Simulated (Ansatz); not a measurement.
InSe:

```
CELL_PARAMETERS angstrom
4.04733 0.00000 0.00000
-2.02366 3.50509 0.00000
0.00000 0.00000 18.05206
ATOMIC_POSITIONS crystal
In 0.33333 0.66667 0.07739
In 0.33333 0.66667 0.92261
In 0.00000 0.00000 0.42261
In 0.00000 0.00000 0.57739
Se 0.33333 0.66667 0.35298
Se 0.33333 0.66667 0.64702
Se 0.66667 0.33333 0.14700
Se 0.66667 0.33333 0.85300
```

Measurements of this composition are mostly on another form, of space group No. 160.

| Item | Value |
| --- | --- |
| Program | Ansatz 0.2.0 |
| Task | relaxation of cell and atoms |
| Functional | RPBE |
| Dispersion | D4 |
| Potentials or basis | Ansatz PAW |
| Cutoff | 420 eV (not typed: the program's choice for these potentials) |
| k mesh | 8 × 8 × 2 |
| Occupations | fermi-dirac, width 0.05 eV |
| Spin | no spin polarisation |

At the start: volume 32.01 Å³/atom.

**Question.** How do energy, volume and symmetry change on relaxing?

**Answer.** It ends after 8 steps and the volume is 28.60 Å³/atom (-10.7 %); space group P-6m2 (No. 187, to 0.05 Å).

Step by step:
| step | energy change (eV) | largest force (eV/Å) | volume (Å³) |
| --- | --- | --- | --- |
| 1 | 0.0000 | 0.3525 | 256.09 |
| 2 | -0.0954 | 0.4007 | 242.85 |
| 3 | -0.2276 | 0.1593 | 231.58 |
| 4 | -0.2347 | 0.1499 | 222.36 |
| 5 | -0.2539 | 0.1006 | 230.92 |
| 6 | -0.2601 | 0.0341 | 229.34 |
| 7 | -0.2609 | 0.0017 | 228.77 |
| 8 | -0.2565 | 0.0018 | 228.77 |

Final structure:
```
In Se
1.0
     4.01970    0.00000    0.00000
    -2.00985    3.48116    0.00000
     0.00000    0.00000   16.34880
In Se
4 4
Cartesian
  0.0000 2.3208 1.3968
  0.0000 2.3208 14.9520
  0.0000 0.0000 6.7778
  0.0000 0.0000 9.5710
  0.0000 2.3208 5.4754
  0.0000 2.3208 10.8734
  2.0098 1.1604 2.7028
  2.0098 1.1604 13.6460
```

Caveat: the plane-wave basis is chosen anew once the cell has moved, so the energies of steps on either side of that aren't comparable; the PAW data sets come from PBE, with cores solved anew for the run's functional, which leaves a small shift of forces and pressure.
